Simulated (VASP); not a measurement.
# PbS: RPA energy

PbS, Fm-3m (no. 225), 2 atoms in the cell. PBE, RPA; PAW potentials Pb_d_GW, S_GW (PBE set).

Procedure: all-in-one.

## Input

INCAR.step1:
```
SYSTEM = PbS
ALGO = Normal
EDIFF = 1E-8
ENCUT = 300
GGA = PE
ISMEAR = 0
LASPH = .TRUE.
LCHARG = .FALSE.
LREAL = .FALSE.
LWAVE = .TRUE.
PREC = Accurate
SIGMA = 0.05
```

INCAR.step2:
```
SYSTEM = PbS
ALGO = G0W0R
EDIFF = 1E-8
ENCUT = 300
GGA = PE
ISMEAR = 0
LASPH = .TRUE.
LCHARG = .FALSE.
LFOCKSTD = .TRUE.
LOPTICS = .TRUE.
LREAL = .FALSE.
LSINGLES = .TRUE.
LWAVE = .FALSE.
MAXMEM = 3000
NATURALO = 2
NOMEGA = 12
PREC = Accurate
SIGMA = 0.05
```

KPOINTS:
```
k-points
0
Gamma
  3 3 3
```

POSCAR:
```
PbS
1.0
    0.0000000000      2.9657500000      2.9657500000
    2.9657500000      0.0000000000      2.9657500000
    2.9657500000      2.9657500000      0.0000000000
Pb S
1 1
Direct
    0.0000000000      0.0000000000      0.0000000000
    0.5000000000      0.5000000000      0.5000000000
```

Commands (each step's output is kept before the next begins):
```
cat potpaw_PBE.64/Pb_d_GW/POTCAR potpaw_PBE.64/S_GW/POTCAR > POTCAR
cp INCAR.step1 INCAR
mpirun -np 4 vasp_std > vasp.out
cp INCAR.step2 INCAR
mpirun -np 4 vasp_std > vasp.out
```

## Result

- RPA correlation energy, extrapolated (eV): -27.479
- Correlation energy at the largest cutoff (eV): -25.867
- Total energy with exact exchange and no correlation (eV): -20.525
- Total energy in the RPA (eV): -48.004
- Singles (eV): -3.409
- Renormalised singles (eV): -3.424
- GW singles (eV): -2.914
- Gap of the starting orbitals on the mesh (eV): 2.22

Correlation energy against the response cutoff (eV per cell); the program extrapolates from these:

| ENCUTGW (eV) | Correlation energy |
|---|---|
| 200 | -25.87 |
| 190.5 | -25.74 |
| 181.4 | -25.61 |
| 172.8 | -25.47 |
| 164.5 | -25.32 |
| 156.7 | -25.15 |
| 149.2 | -24.98 |
| 142.1 | -24.79 |

Limits: The cell's absolute correlation energy isn't converged; only differences at like settings carry meaning.

VASP 6.6.1 took 255 s on 4 cores (Intel Xeon Platinum 8375C @ 2.90GHz (Ice Lake)), a shared host.
